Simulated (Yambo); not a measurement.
WC (Qusongite): G0W0 quasiparticle levels with PBEsol

Crystal: WC (Qusongite).

```xyz
2
Lattice="2.9065 0.0000 0.0000 -1.4532 2.5171 0.0000 0.0000 0.0000 2.8366" Properties=species:S:1:pos:R:3 pbc="T T T"
W     0.0000    0.0000    0.0000
C     1.4533    0.8390    1.4183
```

| Item | Value |
| --- | --- |
| Program | Yambo 5.3.0 |
| Task | G0W0 quasiparticle levels |
| Functional | PBEsol |
| Potentials or basis | PseudoDojo 0.4.1 SR PBEsol standard |
| Cutoff | 1116 eV |
| Density cutoff | 4463 eV |
| k mesh | 3 × 3 × 4 |
| Occupations | fermi-dirac, width 0.05 eV |
| Spin | no spin polarisation |
| k mesh of the self-consistent run | 12 × 12 × 10 |
| Random integration of the Coulomb term | yes |
| Direction of the field or of q to 0 | x + y + z |
| Broadening | 0.1 eV |
| States corrected | Γ and the k points of the band edges |
| Frequency dependence of W | plasmon pole |
| Terminator of the band sum in the self-energy | Bruneval-Gonze |
| Quasiparticle equation | linearised (Newton) |
| Imaginary frequency of the plasmon-pole fit | 27.2114 eV |
| Bands in the response | 159 |
| Bands in the self-energy | 159 |
| Cutoff of the response matrix | 12 Ry |
| Cutoff of exchange and Vxc | 82 Ry |
| Bands corrected (first, last) | [7, 12] |

The band gap on the k mesh, mean-field level is none (metal or under the smearing width).

Quasiparticle terms (eV):
```
               k point  band  Kohn-Sham level     Vxc      Σx     Σc      Z  result
 (0.000, 0.000, 0.000)     7            -3.95  -15.79  -18.27   2.47   0.79   -3.96
 (0.000, 0.000, 0.000)     8            -3.95  -15.79  -18.27   2.47   0.79   -3.96
 (0.000, 0.000, 0.000)     9            -0.51  -15.48  -16.72   1.10   0.80   -0.62
 (0.000, 0.000, 0.000)    10             2.61  -18.35  -12.65  -5.21   0.80    3.00
 (0.000, 0.000, 0.000)    11             2.61  -18.35  -12.65  -5.21   0.80    2.99
 (0.000, 0.000, 0.000)    12             5.02  -16.70  -10.74  -5.73   0.78    5.20
 (0.000, 0.000, 0.250)     7            -3.32  -15.97  -18.08   2.11   0.79   -3.32
 (0.000, 0.000, 0.250)     8            -3.32  -15.97  -18.08   2.11   0.79   -3.32
 (0.000, 0.000, 0.250)     9             0.01  -17.03  -14.36  -2.40   0.80    0.23
 (0.000, 0.000, 0.250)    10             0.01  -17.03  -14.36  -2.40   0.80    0.23
 (0.000, 0.000, 0.250)    11             0.34  -16.32  -12.50  -3.70   0.80    0.44
 (0.000, 0.000, 0.250)    12             5.35  -16.87  -10.56  -6.00   0.78    5.59
(0.333, 0.333, -0.500)     7            -6.02  -15.53  -19.04   3.29   0.79   -6.19
(0.333, 0.333, -0.500)     8            -2.21  -15.17  -17.75   2.28   0.80   -2.45
(0.333, 0.333, -0.500)     9            -1.27  -15.50  -16.70   1.15   0.80   -1.30
(0.333, 0.333, -0.500)    10             3.79  -17.94  -11.87  -5.66   0.79    4.11
(0.333, 0.333, -0.500)    11             5.80  -18.21  -11.56  -6.38   0.76    6.00
(0.333, 0.333, -0.500)    12             7.00  -18.46  -11.60  -6.80  -0.31    6.90
```

It took 2.2 min on 1 thread of Intel(R) Xeon(R) 6975P-C (Granite Rapids), with other jobs on the host.

Caveat: the k mesh is coarse (spacing up to 0.83 Å⁻¹), so the values aren't converged; the plasmon-pole model is rough for a metal; the ground state has no gap, which makes the many-body step unreliable; this version prints the column dSc/dw multiplied by 27.2; the terminator is approximate in this version, by hundredths of an eV. The run has no spin-orbit coupling, so splittings on W are missing.
